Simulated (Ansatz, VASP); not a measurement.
## Cross-check of ZrC (CsCl type (invented)) between VASP and Ansatz

One calculation is typed for both programs; each brings its own data sets. How far apart do they land? The cell is generated by rule, not measured, and may not be a known phase. Of the first pair: The two relaxations start from unlike cells of this crystal (the structure described is Ansatz's start), so only their ends are compared.

Method: plane waves, with VASP 6.6.1 beside it; relaxation of cell and atoms at PBE, in Ansatz 0.2.0.

## (1) Set-up

Symmetry: Pm-3m, No. 221, cubic system. Conventional cell: a = 2.813 Å, b = 2.813 Å, c = 2.813 Å, α = 90.00°, β = 90.00°, γ = 90.00°. Nearest to Zr lie 8 C at 2.44 Å. Nearest to C lie 8 Zr at 2.44 Å. Farther neighbours are not listed.

## (2) VASP: relaxation of cell and atoms, PBE, pair 1

The relaxed volume is the usual yardstick between codes: in a stiff, nearly cubic crystal its relative difference is about their pressure difference at one cell divided by the bulk modulus.

Lines of VASP's logs that name or quote its potential files are left out, and so is its time.

INCAR reads:

```
SYSTEM = ZrC
PREC = Accurate
ENCUT = 600
EDIFF = 1E-07
NELM = 120
ISMEAR = 0
SIGMA = 0.1
LREAL = .FALSE.
ALGO = Normal
GGA = PE
NBANDS = 14
LASPH = .TRUE.
LORBIT = 11
LWAVE = .FALSE.
LCHARG = .FALSE.
ISIF = 3
IBRION = 2
NSW = 80
EDIFFG = -0.005
GGA_COMPAT = .FALSE.
NELMIN = 4
```

POSCAR reads:

```
ZrC
1.0
    2.9208390347      0.0000000000      0.0000000000
    0.0000000000      2.9208390347      0.0000000000
    0.0000000000      0.0000000000      2.9208390347
Zr C
1 1
Direct
    0.0000000000      0.0000000000      0.0000000000
    0.5000000000      0.5000000000      0.5000000000
```

KPOINTS reads:

```
Automatic mesh
0
Gamma
8 8 8
0 0 0
```

PAW data sets: Zr_sv and C (PBE family, release 64).

The run is started by

```
mpirun -np 1 vasp_std
```

Numbers of over 12 decimals in the logs are rounded to 6 here.

Output:

```text
[banner, memory and clock lines left out]
running    1 mpi-ranks, on    1 nodes
 distrk:  each k-point on    1 cores,    1 groups
 distr:  one band on    1 cores,    1 groups

 POSCAR found type information on POSCAR ZrC
 POSCAR found :  2 types and       2 ions
 LDA part: xc-table for (Slater+PW92), standard interpolation
 POSCAR, INCAR and KPOINTS ok, starting setup
 FFT: planning ... GRIDC
 FFT: planning ... GRID_SOFT
 FFT: planning ... GRID
 WAVECAR not read
 entering main loop
       N       E                     dE             d eps       ncg     rms          rms(c)
DAV:   1     0.112107045902E+03    0.11211E+03   -0.96108E+03   980   0.131E+03
DAV:   2    -0.159157464017E+02   -0.12802E+03   -0.12040E+03  1244   0.314E+02
DAV:   3    -0.205387660801E+02   -0.46230E+01   -0.45705E+01  1518   0.530E+01
DAV:   4    -0.205983482405E+02   -0.59582E-01   -0.59555E-01  1176   0.574E+00
DAV:   5    -0.205991720228E+02   -0.82378E-03   -0.82376E-03  1424   0.512E-01    0.175E+01
DAV:   6    -0.177259866448E+02    0.28732E+01   -0.76011E+00  1100   0.254E+01    0.771E+00
DAV:   7    -0.170385011030E+02    0.68749E+00   -0.13829E+00  1104   0.960E+00    0.618E+00
DAV:   8    -0.170169347985E+02    0.21566E-01   -0.22907E-01  1208   0.465E+00    0.169E+00
DAV:   9    -0.170073638962E+02    0.95709E-02   -0.17599E-02  1178   0.148E+00    0.252E-01
DAV:  10    -0.170076630620E+02   -0.29917E-03   -0.27634E-03  1328   0.539E-01    0.673E-02
DAV:  11    -0.170075836382E+02    0.79424E-04   -0.14935E-04  1186   0.118E-01    0.329E-02
DAV:  12    -0.170075792364E+02    0.44018E-05   -0.10392E-05  1384   0.293E-02    0.167E-02
DAV:  13    -0.170075783152E+02    0.92115E-06   -0.12338E-06  1220   0.120E-02    0.316E-03
DAV:  14    -0.170075783415E+02   -0.26272E-07   -0.18118E-07  1084   0.362E-03
   1 F= -.17007578E+02 E0= -.17001962E+02  d E =-.170076E+02
 curvature:   0.00 expect dE= 0.000E+00 dE for cont linesearch  0.000E+00
 trial: gam= 0.00000 g(F)=  0.000E+00 g(S)=  0.880E-05 ort = 0.000E+00 (trialstep = 0.100E+01)
 search vector abs. value=  0.880E-05
 bond charge predicted
       N       E                     dE             d eps       ncg     rms          rms(c)
DAV:   1    -0.170076499095E+02   -0.71594E-04   -0.20434E-03  1280   0.456E-01    0.942E-02
DAV:   2    -0.170075885535E+02    0.61356E-04   -0.15378E-04  1232   0.142E-01    0.279E-02
DAV:   3    -0.170075759024E+02    0.12651E-04   -0.31490E-05  1242   0.403E-02    0.967E-03
DAV:   4    -0.170075750219E+02    0.88053E-06   -0.14433E-05  1546   0.321E-02    0.106E-02
DAV:   5    -0.170075769617E+02   -0.19398E-05   -0.59830E-07  1314   0.689E-03    0.347E-03
DAV:   6    -0.170075781814E+02   -0.12197E-05   -0.11162E-06  1280   0.617E-03    0.111E-03
DAV:   7    -0.170075782135E+02   -0.32163E-07   -0.25685E-08   700   0.145E-03
   2 F= -.17007578E+02 E0= -.17001971E+02  d E =0.127969E-06
 trial-energy change:    0.000000  1 .order    0.000001   -0.000009    0.000010
 step:   0.5044(harm=  0.4706)  dis= 0.00000  next Energy=   -17.007581 (dE=-0.227E-05)
 bond charge predicted
       N       E                     dE             d eps       ncg     rms          rms(c)
DAV:   1    -0.170075984630E+02   -0.20282E-04   -0.49995E-04  1286   0.225E-01    0.464E-02
DAV:   2    -0.170075850310E+02    0.13432E-04   -0.37773E-05  1208   0.705E-02    0.137E-02
DAV:   3    -0.170075817570E+02    0.32740E-05   -0.76710E-06  1240   0.199E-02    0.476E-03
DAV:   4    -0.170075812925E+02    0.46452E-06   -0.35648E-06  1548   0.159E-02    0.525E-03
DAV:   5    -0.170075810981E+02    0.19441E-06   -0.14255E-07  1162   0.341E-03    0.173E-03
DAV:   6    -0.170075808121E+02    0.28594E-06   -0.29304E-07  1162   0.319E-03    0.544E-04
DAV:   7    -0.170075808083E+02    0.38772E-08   -0.71590E-09   586   0.753E-04
   3 F= -.17007581E+02 E0= -.17001969E+02  d E =-.246676E-05
 curvature:  -0.23 expect dE=-0.725E-08 dE for cont linesearch -0.725E-08
 trial: gam= 0.00000 g(F)=  0.104E-67 g(S)=  0.309E-07 ort =-0.522E-06 (trialstep = 0.901E+00)
 search vector abs. value=  0.310E-07
 reached required accuracy - stopping structural energy minimisation
```

Parts of OUTCAR (step 2):

```text
ion  position               nearest neighbor table
   1  0.000  0.000  0.000-   2 2.53   2 2.53   2 2.53   2 2.53   2 2.53   2 2.53   2 2.53   2 2.53

  LATTYP: Found a simple cubic cell.
 ALAT       =     2.9208390347

 Subroutine GETGRP returns: Found 48 space group operations
 (whereof 48 operations were pure point group operations)

The static configuration has the point symmetry O_h .

 Found     35 irreducible k-points:

   k-points           NKPTS =     35   k-points in BZ     NKDIM =     35   number of bands    NBANDS=     14

   dimension x,y,z NGX =    24 NGY =   24 NGZ =   24
   dimension x,y,z NGXF=    48 NGYF=   48 NGZF=   48

   ENCUT  =  600.0 eV  44.10 Ry    6.64 a.u.   5.83  5.83  5.83*2*pi/ulx,y,z

   NELECT =      16.0000    total number of electrons

 k-points in reciprocal lattice and weights: Automatic mesh
   0.00000000  0.00000000  0.00000000       0.002
   0.12500000  0.00000000  0.00000000       0.012
   0.25000000  0.00000000  0.00000000       0.012
   0.37500000  0.00000000  0.00000000       0.012
   0.50000000  0.00000000  0.00000000       0.006
   0.12500000  0.12500000  0.00000000       0.023
   0.25000000  0.12500000  0.00000000       0.047
   0.37500000  0.12500000  0.00000000       0.047
   0.50000000  0.12500000  0.00000000       0.023
[...]
0.50000000  0.50000000  0.37500000       0.012
   0.50000000  0.50000000  0.50000000       0.002

 average (electrostatic) potential at core
       1 -72.8481       2 -43.6175

 E-fermi :  10.4146

 k-point     1 :       0.0000    0.0000    0.0000
  band No.  band energies     occupation
    ...
      3     -15.6627      2.00000
      4     -15.6627      2.00000
      5      -1.3743      2.00000
      6       8.4943      2.00000
      7       8.4943      2.00000
      8      11.6292      0.00000
      9      11.6292      0.00000
     10      11.6292      0.00000
     11      15.6696      0.00000
     12      15.6696      0.00000
    ...

 k-point     2 :       0.1250    0.0000    0.0000
  band No.  band energies     occupation
    ...
      3     -15.6441      2.00000
      4     -15.6441      2.00000
      5      -1.0735      2.00000
      6       8.3444      2.00000
      7       8.6267      2.00000
      8      11.1935      0.00000
      9      11.1935      0.00000
     10      11.5981      0.00000
     11      15.7335      0.00000
     12      16.0558      0.00000
    ...

 k-point     3 :       0.2500    0.0000    0.0000
  band No.  band energies     occupation
    ...
      5      -0.2775      2.00000
      6       7.2159      2.00000
      7       8.9741      2.00000
      8      10.3419      1.69631
      9      10.3419      1.69631
     10      12.7835      0.00000
     11      15.8930      0.00000
     12      16.8707      0.00000
     13      16.8707      0.00000
     14      20.0981      0.00000

  Total        0.0006539      0.0006539      0.0006539     -0.0000000     -0.0000000     -0.0000000
  in kB        0.0420630      0.0420630      0.0420630     -0.0000000     -0.0000000     -0.0000000
  external PRESSURE =       0.0420630 kB  Pullay stress =       0.0000000 kB

  energy-cutoff  :      600.00
  volume of cell :       24.91
      direct lattice vectors                 reciprocal lattice vectors
     2.920447164 -0.000000000 -0.000000000     0.342413317 -0.000000000 -0.000000000
     0.000000000  2.920447164 -0.000000000     0.000000000  0.342413317  0.000000000
     0.000000000 -0.000000000  2.920447164     0.000000000  0.000000000  0.342413317

 POSITION                                       TOTAL-FORCE (eV/Angst)
 -----------------------------------------------------------------------------------
      0.00000      0.00000      0.00000        -0.000000     -0.000000      0.000000
      1.46022      1.46022      1.46022         0.000000      0.000000      0.000000
 -----------------------------------------------------------------------------------
    total drift:                                0.000000      0.000000     -0.000000

  FREE ENERGIE OF THE ION-ELECTRON SYSTEM (eV)
  ---------------------------------------------------
  free  energy   TOTEN  =       -17.0075808083 eV

  energy  without entropy=      -16.9963573496  energy(sigma->0) =      -17.00196908

 reached required accuracy - stopping structural energy minimisation

 total charge
# of ion       s       p       d       tot
------------------------------------------
    1        2.185   5.997   1.726   9.908
    2        0.882   1.394   0.000   2.276
--------------------------------------------------
tot          3.067   7.391   1.726  12.184

[... 3 further parts left out ...]
```

CONTCAR:

```
ZrC
   1.00000000000000
     2.9204471640097438   -0.0000000000000000   -0.0000000000000000
     0.0000000000000000    2.9204471640097438   -0.0000000000000000
     0.0000000000000000   -0.0000000000000000    2.9204471640097438
  Zr              C
     1     1
Direct
     0.0000000000000000    0.0000000000000000    0.0000000000000000
     0.5000000000000000    0.5000000000000000    0.5000000000000000
```

The k-mesh is coarse for a metal.

## (3) Ansatz: relaxation of cell and atoms, PBE, pair 1

Ansatz runs on its default PAW (the set named soft_2) files.

Its own start cell and the same functional, mesh and smearing now go to Ansatz, which takes its cutoff from its data sets.

input.yaml reads:

```yaml
crystal:
  lattice:
    - [2.81285, 0.0, 0.0]
    - [0.0, 2.81285, 0.0]
    - [0.0, 0.0, 2.81285]
  atoms:
    - { symbol: Zr, position: [0.0, 0.0, 0.0] }
    - { symbol: C, position: [0.5, 0.5, 0.5] }
kpoints:
  mp_grid: { grid: [8, 8, 8] }
hamiltonian:
  xc: pbe
scf:
  occupations: { method: gaussian, width: 0.1 }
output:
  forces: true
  stress: true
  eigenvalues: true
relax:
  adjacent_minimum: "off"
  f_tol: 0.05
  max_steps: 80
  cell: { stress_tol: 0.5 }
```

The run is started by

```
ansatz run input.yaml --threads 2 --pin off --max-ram 5120MiB --backend cpu --events-out ev --progress --plain --runs-dir out
```

Output:

```text
The last accepted step is kept in <dir> (removed where the run ends without a failure and the disk answers)
Engine: ansatz 0.2.0, x86_64-unknown-linux-gnu
Pseudopotentials: kind: paw
Pseudopotential: Zr, paw, valence charge 12, recommended cutoff 420 eV (normal), Zr.paw.azcp
Pseudopotential: C, paw, valence charge 4, recommended cutoff 420 eV (normal), C.paw.azcp
Functional definition: PBE
  parameter kappa = 0.804
  parameter beta = 0.066725
  exchange = pbe_x(kappa = kappa, mu = beta*pi^2/3)
  correlation = pbe_c(beta = beta)
Crystal: 2 atoms, lattice volume = 22.256 Å³
Basis set: ecut = 420 eV, 461 PW (Γ), exchange–correlation on 40×40×40 points (8 copies of the dense FFT grid, shifted against one another)
Bands: 12, of which v1, the nominal top of the filled ones, is band 8 counted from 1 (7 counted from 0)
Symmetry: 48 space group operations
Space group: Pm-3m (ITA 221), of the structure as read, at distance tolerance 2.8e-5 Å
k-points: 35 of 512
Non-local potential: Zr, projectors of the file, l = 0: 3, l = 1: 2, l = 2: 2, l = 3: 2
Non-local potential: C, projectors of the file, l = 0: 2, l = 1: 2, l = 2: 1
PAW form: soft (Blöchl's): semilocal exchange-correlation on the pseudo side does not see the compensation charge
PAW one-centre angular grid: Zr, 590 points (default); XC on 64 Gauss nodes
PAW one-centre angular grid: C, 110 points (default); XC on 64 Gauss nodes
Initial density: superposition of atomic densities (neutral atoms: chi_scale 0, normalization atom), corrected by the library's trained network
Initial wavefunctions: pseudopotential atomic-orbital guess
Functional: x = pbe(κ = 0.804, μ = 0.219515), c = pbe(β = 0.066725)
SCF iter   1: F=—  HF=-4433.836503 eV  |F-HF|=—  |Δ(HF+E_count)|=         —  Δρ=3.40e-3  dr2=2.17e-3  ethr=1.77e-3  ⟨swp⟩=5.0  Hψ=2134  notcnv=0
preconditioner: auto → none  [metal: Δε(μ)=0.068 eV  Ē_g=18.076 eV  σ=0.100 eV  W_gap=0.36  n_scr=6 (ndim 8)  ℏωp=29.5 eV  f_vac=0.000  D(μ)=1.81/eV (n_scr^D=18)  sad-step TF]
SCF iter   2: F=—  HF=-4433.836508 eV  |F-HF|=—  |Δ(HF+E_count)|=   5.09e-6  Δρ=2.13e-3  dr2=1.02e-3  ethr=1.36e-5  ⟨swp⟩=1.6  Hψ=752  notcnv=0
SCF iter   3: F=—  HF=-4433.836459 eV  |F-HF|=—  |Δ(HF+E_count)|=   4.95e-5  Δρ=3.61e-4  dr2=1.58e-5  ethr=6.36e-6  ⟨swp⟩=2.1  Hψ=524  notcnv=0
SCF iter   4: F=—  HF=-4433.836459 eV  |F-HF|=—  |Δ(HF+E_count)|=   1.05e-7  Δρ=1.03e-4  dr2=7.33e-7  ethr=9.86e-8  ⟨swp⟩=2.5  Hψ=690  notcnv=0
iter 5 did not close the SCF: its close was put off for the readings that it lacked (scf_convergence_deferred on its scf_iter line)
SCF iter   5: F=-4433.836459 eV  HF=-4433.836459 eV  |F-HF|=3.91e-8  |Δ(HF+E_count)|=   2.49e-7  Δρ=1.89e-5  dr2=5.27e-8  ethr=4.58e-9  ⟨swp⟩=2.7  Hψ=711  notcnv=0
SCF iter   6: F=-4433.836459 eV  HF=-4433.836459 eV  |F-HF|=1.24e-9  |Δ(HF+E_count)|=   1.50e-8  Δρ=3.86e-6  dr2=1.84e-9  ethr=3.29e-10  ⟨swp⟩=2.2  Hψ=1416  notcnv=0
SCF 1 converged in 6 iterations: F = -4433.836459 eV  dr2 = 1.84e-9
  greatest PAW one-centre occupation: 0.996 electrons in one spin orbital (limit 2), on the Zr atom at site 0 (counted from 0), in its partial waves of l = 0
relax step   1: F+E_penalty+E_count = -4433.83645858 eV  Δ(F+E_penalty+E_count) = +0.000e0 eV  max|allowed force component| = 1.841e-30 eV/Å  Δτ_max = 0.0000 Å  P = +26.952 GPa  Ω = 22.256 Å³  (6 SCF iters, dr2 threshold 1.00e-7 eV, accepted)
[...]
relax step   2: F+E_penalty+E_count = -4434.01411555 eV  Δ(F+E_penalty+E_count) = -1.777e-1 eV  max|allowed force component| = 3.780e-31 eV/Å  Δτ_max = 0.0000 Å  P = -6.052 GPa  Ω = 25.672 Å³  energy of the carried Pulay correction = -5.578e-3 eV  (6 SCF iters, dr2 threshold 2.00e-7 eV, accepted)
[...]
relax step   3: F+E_penalty+E_count = -4434.03083226 eV  Δ(F+E_penalty+E_count) = -1.672e-2 eV  max|allowed force component| = 1.537e-30 eV/Å  Δτ_max = 0.0000 Å  P = -0.961 GPa  Ω = 24.969 Å³  energy of the carried Pulay correction = -4.496e-3 eV  (6 SCF iters, dr2 threshold 2.00e-7 eV, accepted)
[...]
relax step   4: F+E_penalty+E_count = -4434.03138967 eV  Δ(F+E_penalty+E_count) = -5.574e-4 eV  max|allowed force component| = 8.053e-31 eV/Å  Δτ_max = 0.0000 Å  P = -0.012 GPa  Ω = 24.848 Å³  energy of the carried Pulay correction = -4.307e-3 eV  (6 SCF iters, dr2 threshold 2.00e-7 eV, accepted)
[...]
relax step   5: F+E_penalty+E_count = -4434.03847137 eV  Δ(F+E_penalty+E_count) = -7.082e-3 eV  max|allowed force component| = 3.862e-31 eV/Å  Δτ_max = 0.0000 Å  P = +0.337 GPa  Ω = 24.848 Å³  stress off target by 3.37e-1 GPa  SCF on the basis re-selected at this cell (its energy is not comparable with the rows above)  (6 SCF iters)
basis re-selected at this cell: Δ(F+E_penalty+E_count) = -7.082e-3 eV, ΔP = +0.349 GPa vs the last step (what re-selecting the basis moved, of the pressure what is left beyond the Pulay correction that the steps carried, after the strain that the cell walked since its last selection, with what the two solves' SCF thresholds leave and, on support functions, any second-order correction that the steps lacked; it is no m [...]
SCF converged after 6 iterations
Free energy (F): -4434.038471 eV
Harris-Foulkes:  -4434.038471 eV  (|F-HF|=0.00e0)
Internal energy: -4434.027318 eV  (E = F + TS)
E sigma→0 (E₀):  -4434.032895 eV
Entropy (-TS):   -0.011153 eV (-5.577 meV/atom)
Fermi energy:    15.940269 eV
--- Per-component energies (eV) ---
  E_band       = -33.844902
  E_kinetic    = 421.609713
  E_local      = -553.428488  (includes V_loc(G=0)·N_el)
  E_nonlocal   = 105.983248
  E_hartree    = 164.825920
  E_xc         = -210.753249
  E_vxc        = -251.959397  (∫ρ·V_xc dr)
  E_paw        = -3052.241703  (= ΣΔE_a)
  E_vpaw       = -85.701845  (= ΣTr[D̂ρ^β])
  E_aug_tail   = 0.000028  (compensation charges beyond the density's cutoff)
  E_ewald      = -1310.022786
  E_smearing   = -0.011153  (= −TS)
  E_closure    = 0.000000  (closes the sum)
  Σ components = -4434.038471   (vs F -4434.038471, Δ=0.00e0)
--- Forces (eV/Å), atoms counted from 1 ---
  atom   1  Zr    -0.00000000    -0.00000000    -0.00000000
  atom   2  C      0.00000000    -0.00000000    -0.00000000
  max |Σ_I F_I| component: 8.55e-31 eV/Å
--- Stress (GPa, compression-positive) ---
        0.337448       0.000000      -0.000000
        0.000000       0.337448       0.000000
       -0.000000       0.000000       0.337448
  P = ⅓ Tr σ = 0.3374 GPa (3.374 kbar)
--- Band table (eV; the first three rows and the last of 35) ---
  k-point 0: bands = [... 4 lower, 4.1412, 14.0130, 14.0130, 17.1592, 17.1592, 17.1592, 21.2089, 21.2089]
  k-point 1: bands = [... 4 lower, 4.4436, 13.8653, 14.1457, 16.7214, 16.7214, 17.1281, 21.2727, 21.5957]
  k-point 2: bands = [... 4 lower, 5.2432, 12.7392, 14.4937, 15.8665, 15.8665, 18.3160, 21.4322, 22.4123]
  k-point 34: bands = [... 4 lower, 8.6884, 10.6434, 10.6434, 10.6434, 23.6650, 23.6650, 24.6296, 24.6296]
--- Relaxed structure (4 steps of the walk, 4 accepted, 1 SCFs on fresh bases) ---
  F+E_penalty+E_count = -4434.03847137 eV   max|allowed force component| = 3.862e-31 eV/Å   (the final SCF, on the basis selected at the relaxed cell)
  cell:  # Å, volume = 24.8484 Å³
    - [2.918095, 0, 0]
    - [0, 2.918095, 0.0]
    - [0, 0.0, 2.918095]
  atoms:
    - { symbol: Zr, position: [0, 0, 0] }
    - { symbol: C, position: [0.5, 0.5, 0.5] }
```

## (4) Comparison

Known differences besides the potentials themselves: the cutoff is 420 eV in Ansatz and 600 eV in VASP; Ansatz adds a Pulay correction to the stress that steers its cell, VASP none. Total energies have different zeros and are not compared.

Compared:

```csv
quantity,Ansatz,VASP,difference
volume (Å³),24.85,24.91,-0.24 %
"edge a after relaxation, in the typed setting (Å)",2.918,2.920,-0.08 %
```

(Part 1 of 2 ends here.)

[Lines on the potential files, build, host, timing and source positions are cut from VASP's logs without a mark.]

[Logs are printed without paths, hosts, clocks, repeated set-up lines and the standing remarks that a program may print on its own settings, such as how far it seeks lower states.]

[Hosts, paths, dates, database ids (printed as entryN), source tags and the programs' standing remarks are cut or masked in the printed files.]
